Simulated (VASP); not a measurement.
# C61N2 (a cell with a defect) in VASP: notebook, part 2 of 2

VASP 6.6.1. The steps go on from the part before.

**3. Hyperfine couplings, HSE06, collinear spin, ferromagnetic start**

Input file POSCAR:

```
C61N2
1.0
    7.1440000000      0.0000000000      0.0000000000
    0.0000000000      7.1440000000      0.0000000000
    0.0000000000      0.0000000000      7.1440000000
N C
2 61
Direct
    0.1372321000      0.1374644000      0.1374644000
    0.1372321000      0.8625356000      0.8625356000
    0.0054726000      0.2494099000      0.2494099000
    0.1245483000      0.3765287000      0.3765287000
    0.2491870000      0.0060482000      0.2491286000
    0.3760976000      0.1250501000      0.3765649000
    0.2491870000      0.2491288000      0.0060482000
    0.3760976000      0.3765649000      0.1250501000
    0.9997465000      0.0000000000      0.5000000000
    0.1233505000      0.1225118000      0.6276655000
    0.9975992000      0.2459111000      0.7540889000
    0.1233505000      0.3723345000      0.8774882000
    0.2491870000      0.9939518000      0.7508714000
    0.3720496000      0.1221761000      0.8778240000
    0.2497270000      0.2492378000      0.5019246000
    0.3745274000      0.3741950000      0.6258050000
    0.9997465000      0.5000000000      1.0000000000
    0.1233505000      0.6276655000      0.1225118000
    0.9975992000      0.7540889000      0.2459111000
    0.1233505000      0.8774882000      0.3723345000
    0.2497270000      0.5019246000      0.2492378000
    0.3745274000      0.6258050000      0.3741950000
    0.2491870000      0.7508712000      0.9939518000
    0.3720496000      0.8778239000      0.1221761000
    0.9997170000      0.5000000000      0.5000000000
    0.1245483000      0.6234713000      0.6234713000
    0.0054726000      0.7505901000      0.7505901000
    0.2497270000      0.4980754000      0.7507622000
    0.3760976000      0.6234351000      0.8749499000
    0.2497270000      0.7507622000      0.4980754000
    0.3760976000      0.8749499000      0.6234351000
    0.5001733000      1.0000000000      0.0000000000
    0.6254199000      0.1248861000      0.1248861000
    0.5008679000      0.2502151000      0.2502151000
    0.6257256000      0.3748477000      0.3748477000
    0.7505510000      0.9980469000      0.2483586000
    0.8768170000      0.1236797000      0.3729489000
    0.7505510000      0.2483586000      0.9980469000
    0.8768170000      0.3729489000      0.1236797000
    0.4995409000      0.0000000000      0.5000000000
    0.6235510000      0.1238294000      0.6237808000
    0.4985677000      0.2491934000      0.7508066000
    0.6235510000      0.3762192000      0.8761706000
    0.7505510000      0.0019531000      0.7516414000
    0.8627391000      0.1329152000      0.8670848000
    0.7508805000      0.2497196000      0.4992420000
    0.8756022000      0.3753445000      0.6246555000
    0.4995409000      0.5000000000      0.0000000000
    0.6235510000      0.6237808000      0.1238294000
    0.4985677000      0.7508066000      0.2491934000
    0.6235510000      0.8761706000      0.3762192000
    0.7508805000      0.4992420000      0.2497196000
    0.8756022000      0.6246555000      0.3753445000
    0.7505510000      0.7516414000      0.0019531000
    0.8627391000      0.8670848000      0.1329152000
    0.5001846000      0.5000000000      0.5000000000
    0.6257256000      0.6251523000      0.6251523000
    0.5008679000      0.7497849000      0.7497849000
    0.6254199000      0.8751139000      0.8751139000
    0.7508805000      0.5007580000      0.7502804000
    0.8768170000      0.6270511000      0.8763203000
    0.7508805000      0.7502804000      0.5007580000
    0.8768170000      0.8763203000      0.6270511000
```

Input file INCAR.step1:

```
PREC = Accurate
ENCUT = 420
EDIFF = 1E-5
ISMEAR = 0
SIGMA = 0.01
LREAL = False
LASPH = True
NELM = 60
ALGO = Normal
ISIF = 2
LWAVE = True
LCHARG = False
ISPIN = 2
MAGMOM = 0 0 0 0 0 0 0 0 0 0 0 0 0 0 0 0 0 0 0 0 0 0 0 0 0 0 0 0 0 0 0 0 0 0 0 0 0 0 0 0 0 0 0 0 0.5 0 0 0 0 0 0 0 0 0 0.5 0 0 0 0 0 0 0 0
LORBIT = 11
NUPDOWN = 1
NELECT = 255
ISYM = 0
NCORE = 4
NGYROMAG = 3.0777 10.7084
LEFG = True
QUAD_EFG = 20.44 0
GGA = PE
```

Input file INCAR.step2:

```
PREC = Accurate
ENCUT = 420
EDIFF = 1E-6
ISMEAR = 0
SIGMA = 0.01
LREAL = False
LASPH = True
NELM = 60
ALGO = Normal
ISIF = 2
LWAVE = False
LCHARG = False
ISPIN = 2
MAGMOM = 0 0 0 0 0 0 0 0 0 0 0 0 0 0 0 0 0 0 0 0 0 0 0 0 0 0 0 0 0 0 0 0 0 0 0 0 0 0 0 0 0 0 0 0 0.5 0 0 0 0 0 0 0 0 0 0.5 0 0 0 0 0 0 0 0
LORBIT = 11
NUPDOWN = 1
GGA = PE
LHFCALC = True
HFSCREEN = 0.2
PRECFOCK = Fast
LHYPERFINE = True
NELECT = 255
ISYM = 0
NCORE = 4
NGYROMAG = 3.0777 10.7084
LEFG = True
QUAD_EFG = 20.44 0
ISTART = 1
```

Input file KPOINTS:

```
regular mesh
0
Gamma
  1 1 1
```

Potentials or basis: VASP PAW PBE potentials, release 64 (N, C).

The run is started by

```console
> cat potpaw_PBE.64/N/POTCAR potpaw_PBE.64/C/POTCAR > POTCAR
> cp INCAR.step1 INCAR
> mpirun -np 8 vasp_std > vasp.out
> cp INCAR.step2 INCAR
> mpirun -np 8 vasp_std > vasp.out
```

OUTCAR:

```text
PREC = Accurate
   ENCUT = 420
   EDIFF = 1E-6
   ISMEAR = 0
   LREAL = False
   LASPH = True
   NELM = 60
   ISIF = 2
   ISPIN = 2
   LORBIT = 11
   NUPDOWN = 1
   GGA = PE
   LHFCALC = True
   HFSCREEN = 0.2
   PRECFOCK = Fast
   NELECT = 255
   ISYM = 0
   ISTART = 1

 ion  position               nearest neighbor table
   1  0.137  0.137  0.137-   5 1.47   7 1.47   3 1.47
   2  0.137  0.863  0.863-  13 1.47  23 1.47  27 1.47
   3  0.005  0.249  0.249-   1 1.47   4 1.54  37 1.56  39 1.56
   4  0.125  0.377  0.377-  25 1.53   3 1.54  15 1.56  21 1.56
   5  0.249  0.006  0.249-   1 1.47   6 1.54  20 1.56  24 1.56
   6  0.376  0.125  0.377-  40 1.53   5 1.54  15 1.55  34 1.55
   7  0.249  0.249  0.006-   1 1.47   8 1.54  12 1.56  14 1.56
   8  0.376  0.377  0.125-  48 1.53   7 1.54  21 1.55  34 1.55
[... 41 lines left out ...]
  50  0.499  0.751  0.249-  22 1.54  49 1.56  51 1.56  24 1.57
  51  0.624  0.876  0.376-  40 1.53  36 1.55  50 1.56  62 1.56
  52  0.751  0.499  0.250-  35 1.55  53 1.55  49 1.56  39 1.56
  53  0.876  0.625  0.375-  25 1.54  52 1.55  62 1.55  19 1.57
  54  0.751  0.752  0.002-  55 1.48  59 1.55  61 1.55  49 1.55
  55  0.863  0.867  0.133-  54 1.48  36 1.48  19 1.49
  56  0.500  0.500  0.500-  35 1.55  57 1.55  16 1.56  22 1.56
  57  0.626  0.625  0.625-  58 1.54  60 1.55  62 1.55  56 1.55
  58  0.501  0.750  0.750-  57 1.54  59 1.55  29 1.55  31 1.55
  59  0.625  0.875  0.875-  32 1.55  58 1.55  54 1.55  44 1.55
  60  0.751  0.501  0.750-  57 1.55  47 1.55  43 1.56  61 1.56
  61  0.877  0.627  0.876-  17 1.54  54 1.55  27 1.56  60 1.56
  62  0.751  0.750  0.501-  57 1.55  53 1.55  51 1.56  63 1.56
  63  0.877  0.876  0.627-   9 1.54  44 1.55  27 1.56  62 1.56

IMPORTANT INFORMATION: All symmetrisations will be switched off!
NOSYMM: (Re-)initialisation of all symmetry stuff for point group C_1.

----------------------------------------------------------------------------------------

                                     Primitive cell

[... 785 lines left out ...]
   3       0.000       0.096       0.000
   4       0.000       0.800       0.000
   5       0.000       0.110       0.000
   6       0.000       0.953       0.000
[... 55 lines left out ...]
  62       0.000       0.614       0.000
  63       0.000       0.779       0.000
----------------------------------------------------------------------

 Fermi contact (isotropic) hyperfine coupling parameter (MHz)
 -------------------------------------------------------------
  ion      A_pw      A_1PS     A_1AE     A_1c      A_tot
 -------------------------------------------------------------
   1       0.028     0.025    -4.889    -0.347    -4.887
   2       0.028     0.025    -4.889    -0.347    -4.887
   3      -0.079    -0.080    -0.933     0.115    -0.932
   4      -0.048    -0.049    -0.682     0.065    -0.681
   5      -0.015    -0.016    -1.126    -0.030    -1.126
   6       0.365     0.366     1.050    -0.709     1.049
[... 55 lines left out ...]
  62      -0.186    -0.190    -4.497     0.143    -4.493
  63       0.486     0.492     6.194    -0.677     6.189
 -------------------------------------------------------------

 Dipolar hyperfine coupling parameters (MHz)
 ---------------------------------------------------------------------
  ion      A_xx      A_yy      A_zz      A_xy      A_xz      A_yz
 ---------------------------------------------------------------------
   1      -0.283     0.142     0.142     0.188     0.188    -0.324
   2      -0.283     0.142     0.142    -0.188    -0.188    -0.324
   3      -0.547     0.274     0.274     0.232     0.232     0.601
   4      -0.176     0.088     0.088     0.032     0.032     0.035
   5       0.708    -0.650    -0.058     0.054     0.625     0.005
   6       0.072     0.045    -0.117    -0.501     0.442    -0.548
[... 55 lines left out ...]
  62      -0.460    -0.170     0.629     0.135    -0.196    -0.025
  63      -1.590     0.318     1.272    -0.564    -0.347     1.573
 ---------------------------------------------------------------------

 Total hyperfine coupling parameters after diagonalization (MHz)
 (convention: |A_zz| > |A_xx| > |A_yy|)
 ----------------------------------------------------------------------
  ion      A_xx      A_yy      A_zz     asymmetry (A_yy - A_xx)/ A_zz
 ----------------------------------------------------------------------
   1      -4.849    -4.421    -5.390      -0.079
   2      -4.849    -4.422    -5.390      -0.079
   3      -1.260     0.015    -1.552      -0.822
   4      -0.628    -0.552    -0.864      -0.088
   5      -1.532    -0.066    -1.779      -0.824
   6       0.640     0.458     2.048      -0.088
[... 55 lines left out ...]
  62      -4.620    -3.827    -5.032      -0.158
  63       5.406     4.441     8.720      -0.111
 ---------------------------------------------------------------------

 total charge

# of ion       s       p       d       tot
------------------------------------------
    1        1.215   2.691   0.000   3.905
    2        1.215   2.691   0.000   3.905
    3        0.825   1.714   0.000   2.539
    4        0.834   1.758   0.000   2.592
    5        0.826   1.717   0.000   2.542
    6        0.836   1.763   0.000   2.599
[... 55 lines left out ...]
   62        0.830   1.743   0.000   2.572
   63        0.829   1.744   0.000   2.573
--------------------------------------------------
tot         53.134 112.078   0.000 165.212

 magnetization (x)

# of ion       s       p       d       tot
------------------------------------------
    1       -0.001   0.003   0.000   0.001
    2       -0.001   0.003   0.000   0.001
    3       -0.000  -0.001   0.000  -0.001
    4       -0.000  -0.000   0.000  -0.000
    5       -0.000  -0.000   0.000  -0.000
    6        0.000   0.003   0.000   0.003
[... 55 lines left out ...]
   62       -0.001  -0.001   0.000  -0.002
   63        0.001   0.004   0.000   0.004
--------------------------------------------------
tot          0.070   0.581   0.000   0.651
```

OUTCAR.step1:

```text
PREC = Accurate
   ENCUT = 420
   EDIFF = 1E-5
   ISMEAR = 0
   LREAL = False
   LASPH = True
   NELM = 60
   ISIF = 2
   ISPIN = 2
   LORBIT = 11
   NUPDOWN = 1
   NELECT = 255
[... 982 lines left out ...]
--------------------------------------------------
tot         52.837 112.566   0.000 165.403

 magnetization (x)

# of ion       s       p       d       tot
------------------------------------------
    1       -0.001   0.003   0.000   0.002
    2       -0.001   0.003   0.000   0.002
    3       -0.000  -0.001   0.000  -0.001
    4       -0.000  -0.000   0.000  -0.000
    5       -0.000   0.000   0.000   0.000
    6        0.000   0.003   0.000   0.003
[... 55 lines left out ...]
   62       -0.000  -0.001   0.000  -0.001
   63        0.001   0.004   0.000   0.004
--------------------------------------------------
tot          0.067   0.571   0.000   0.638
```

It took 88 s on 8 MPI ranks of Intel Xeon 6975P-C (Granite Rapids), shared host; peak memory 0.26 GiB.

What came out:

| Quantity | Value |
| --- | --- |
| Free energy | -643.7103 eV |
| Largest force | 0.202 eV/Å |
| Net moment | 1.00 μB per cell |
| Site moments | N +0.00; C -0.00, +0.00, -0.01, +0.01, +0.02, +0.27 μB |
| Valence electrons inside the program's atomic spheres | N 3.90; C 2.54, 2.59, 2.60, 2.58, 2.57, 2.61, 2.62 |

Forces in eV/Å, atoms in the order of the input:
```
N    0.133  0.108  0.108
N    0.133 -0.108 -0.108
C    0.043 -0.010 -0.010
C    0.005 -0.023 -0.023
C   -0.014  0.051 -0.002
C   -0.020 -0.006 -0.027
C   -0.014 -0.002  0.051
C   -0.020 -0.027 -0.006
C    0.007  0.000  0.000
C    0.003 -0.012  0.008
C    0.024  0.106 -0.106
C    0.002 -0.008  0.012
C   -0.014 -0.051  0.002
C    0.018  0.004 -0.004
C    0.007  0.015 -0.015
C    0.009  0.002 -0.002
C    0.007  0.000  0.000
C    0.002  0.008 -0.012
C    0.024 -0.106  0.106
C    0.002  0.012 -0.008
C    0.007 -0.015  0.015
C    0.009 -0.002  0.002
C   -0.014  0.002 -0.051
C    0.018 -0.004  0.004
C   -0.020  0.000  0.000
C    0.005  0.023  0.023
C    0.043  0.010  0.010
C    0.007  0.015 -0.015
C   -0.020  0.027  0.006
C    0.007 -0.015  0.015
C   -0.020  0.006  0.027
C   -0.022  0.000  0.000
C    0.039 -0.011 -0.011
C   -0.020  0.013  0.013
C    0.007 -0.001 -0.001
C   -0.107  0.012  0.094
C   -0.002  0.005 -0.010
C   -0.107  0.094  0.012
C   -0.002 -0.010  0.005
C    0.002  0.000  0.000
C    0.027 -0.031  0.017
C    0.001  0.009 -0.009
C    0.027 -0.017  0.031
C   -0.107 -0.012 -0.094
C   -0.014 -0.065  0.065
C   -0.022  0.009  0.000
C    0.028 -0.025  0.025
C    0.002  0.000  0.000
C    0.027  0.017 -0.031
C    0.001 -0.009  0.009
C    0.027  0.031 -0.017
C   -0.022  0.000  0.009
C    0.028  0.025 -0.025
C   -0.107 -0.094 -0.012
C   -0.014  0.065 -0.065
C   -0.009  0.000  0.000
C    0.007  0.001  0.001
C   -0.020 -0.013 -0.013
C    0.039  0.011  0.011
C   -0.022  0.000 -0.009
C   -0.002  0.010 -0.005
C   -0.022 -0.009  0.000
C   -0.002 -0.005  0.010
```

Electric field gradients, principal values (V/Å²):
```
atom     Vxx     Vyy       Vzz
 1 N  73.829  75.574  -149.403
 2 N  73.829  75.574  -149.403
 3 C  -7.921  -9.603    17.525
 4 C  -0.485  -4.356     4.841
 5 C  -7.412  -9.239    16.651
 6 C  -0.073  -3.010     3.083
 7 C  -7.412  -9.240    16.651
 8 C  -0.073  -3.010     3.083
 9 C  -0.363  -0.713     1.077
10 C  -0.046  -4.240     4.286
11 C   4.594   8.643   -13.237
12 C  -0.046  -4.240     4.286
13 C  -7.412  -9.239    16.651
14 C   1.958   2.266    -4.224
15 C   0.024   1.328    -1.352
16 C  -0.769  -1.144     1.914
17 C  -0.363  -0.713     1.077
18 C  -0.046  -4.240     4.286
19 C   4.594   8.643   -13.237
20 C  -0.046  -4.240     4.286
21 C   0.024   1.328    -1.352
22 C  -0.769  -1.144     1.914
23 C  -7.412  -9.240    16.651
24 C   1.958   2.266    -4.224
25 C   0.678   0.959    -1.637
26 C  -0.485  -4.356     4.841
27 C  -7.921  -9.603    17.525
28 C   0.024   1.328    -1.352
29 C  -0.073  -3.010     3.083
30 C   0.024   1.328    -1.352
31 C  -0.073  -3.010     3.083
32 C   0.604   0.904    -1.509
33 C  -1.139  -2.544     3.683
34 C   0.394   1.868    -2.263
35 C  -0.688  -0.907     1.595
36 C   5.185   8.683   -13.868
37 C   0.438   3.519    -3.957
38 C   5.185   8.683   -13.868
39 C   0.438   3.519    -3.957
40 C  -0.644  -1.712     2.355
41 C   0.834   4.620    -5.454
42 C  -2.027  -2.076     4.103
43 C   0.834   4.620    -5.454
44 C   5.185   8.683   -13.868
45 C  13.424  16.695   -30.119
46 C  -0.253  -1.060     1.313
47 C   1.814   2.752    -4.566
48 C  -0.644  -1.712     2.355
49 C   0.834   4.620    -5.454
50 C  -2.027  -2.076     4.103
51 C   0.834   4.620    -5.454
52 C  -0.253  -1.060     1.313
53 C   1.814   2.752    -4.566
54 C   5.185   8.683   -13.868
55 C  13.424  16.695   -30.119
56 C  -0.047  -1.153     1.200
57 C  -0.688  -0.907     1.595
58 C   0.394   1.868    -2.263
59 C  -1.139  -2.544     3.683
60 C  -0.253  -1.060     1.313
61 C   0.438   3.519    -3.957
62 C  -0.253  -1.060     1.313
63 C   0.438   3.519    -3.957
```

Hyperfine coupling, principal values (MHz):
| atom | values |
| --- | --- |
| 1 N | -4.8, -4.4, -5.4 |
| 2 N | -4.8, -4.4, -5.4 |
| 3 C | -1.3, 0.0, -1.6 |
| 4 C | -0.6, -0.6, -0.9 |
| 5 C | -1.5, -0.1, -1.8 |
| 6 C | 0.6, 0.5, 2.0 |
| 7 C | -1.5, -0.1, -1.8 |
| 8 C | 0.6, 0.5, 2.0 |
| 9 C | -3.4, -1.7, -3.5 |
| 10 C | -0.7, 0.2, 2.0 |
| 11 C | -16.6, -10.4, -16.6 |
| 12 C | -0.7, 0.2, 2.0 |
| 13 C | -1.5, -0.1, -1.8 |
| 14 C | 3.5, 2.3, 3.6 |
| 15 C | 0.2, -0.2, 0.3 |
| 16 C | 2.7, 2.3, 2.8 |
| 17 C | -3.4, -1.7, -3.5 |
| 18 C | -0.7, 0.2, 2.0 |
| 19 C | -16.6, -10.4, -16.6 |
| 20 C | -0.7, 0.2, 2.0 |
| 21 C | 0.2, -0.2, 0.3 |
| 22 C | 2.7, 2.3, 2.8 |
| 23 C | -1.5, -0.1, -1.8 |
| 24 C | 3.5, 2.3, 3.6 |
| 25 C | -1.5, -0.8, 5.7 |
| 26 C | -0.6, -0.6, -0.9 |
| 27 C | -1.3, 0.0, -1.6 |
| 28 C | 0.2, -0.2, 0.3 |
| 29 C | 0.6, 0.5, 2.0 |
| 30 C | 0.2, -0.2, 0.3 |
| 31 C | 0.6, 0.5, 2.0 |
| 32 C | -3.7, -2.2, -3.9 |
| 33 C | 2.9, 0.3, 6.1 |
| 34 C | -3.0, -2.8, -3.2 |
| 35 C | -2.9, -2.4, -3.1 |
| 36 C | -19.5, -16.8, -19.8 |
| 37 C | 5.4, 4.4, 8.7 |
| 38 C | -19.5, -16.8, -19.8 |
| 39 C | 5.4, 4.4, 8.7 |
| 40 C | -3.8, -0.3, -4.2 |
| 41 C | 25.4, 25.0, 33.2 |
| 42 C | -1.3, -0.3, -1.4 |
| 43 C | 25.4, 25.0, 33.2 |
| 44 C | -19.5, -16.8, -19.8 |
| 45 C | 192.0, 191.3, 320.5 |
| 46 C | -4.6, -3.8, -5.0 |
| 47 C | 21.8, 21.0, 33.6 |
| 48 C | -3.8, -0.3, -4.2 |
| 49 C | 25.4, 25.0, 33.2 |
| 50 C | -1.3, -0.3, -1.4 |
| 51 C | 25.4, 25.0, 33.2 |
| 52 C | -4.6, -3.8, -5.0 |
| 53 C | 21.8, 21.0, 33.6 |
| 54 C | -19.5, -16.8, -19.8 |
| 55 C | 192.0, 191.3, 320.5 |
| 56 C | -0.3, -0.2, 0.3 |
| 57 C | -2.9, -2.4, -3.1 |
| 58 C | -3.0, -2.8, -3.2 |
| 59 C | 2.9, 0.3, 6.1 |
| 60 C | -4.6, -3.8, -5.0 |
| 61 C | 5.4, 4.4, 8.7 |
| 62 C | -4.6, -3.8, -5.0 |
| 63 C | 5.4, 4.4, 8.7 |

Caveat: the cell carries a net charge on a neutralising background, which shifts energy and pressure; the PAW data sets were made with another functional, which shifts forces and pressure a little; the total moment is fixed, so each spin has its own Fermi level.
